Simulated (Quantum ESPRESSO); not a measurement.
Runs of Quantum ESPRESSO 7.5 on Hf. Symmetry: Im-3m, No. 229, cubic system. The conventional cell has a = 3.610 Å, b = 3.610 Å, c = 3.610 Å, α = 90.00°, β = 90.00°, γ = 90.00°. Hf (site symmetry m-3m) has 8 Hf at 3.13 Å as nearest neighbours. This isn't the form of Hf at room conditions, which is hcp.

```csv
task,level,potentials or basis,cell,cutoff (eV),smearing,form of the LDA correlation,gap on the mesh (eV),pressure (GPa)
phonons,LDA,JTH 2.0 LDA,relaxed,490,gaussian 0.136 eV,PW92,none,0.1
phonons,PBEsol,PseudoDojo 0.4.1 SR PBEsol standard,relaxed,789,methfessel-paxton 0.272 eV,-,none,0.0
band structure,PBEsol,PseudoDojo 0.4.1 SR PBEsol standard,as given,789,fermi-dirac 0.05 eV,-,none,-8.7
band structure,LDA,PseudoDojo 0.4.1 SR LDA standard,as given,789,fermi-dirac 0.05 eV,PW92,none,(a)
```

Alike in all rows: no spin polarisation; k mesh 10 × 10 × 10.

Q: Fill in the values left out.

A: (a) -13.5.

Caveats: the mesh is thin for the phonons of a metal (some runs); the q point doesn't lie on the k mesh, which can shift a metal's frequencies strongly unless the mesh is converged (some runs); the cutoff is low for these files, which shifts pressure and relaxed volume (some runs).

A k mesh can miss the band edges, and the runs leave out spin-orbit coupling on Hf.

A gap of «none» marks a metal or a gap under the smearing width.

Not every run made on this cell is shown here.
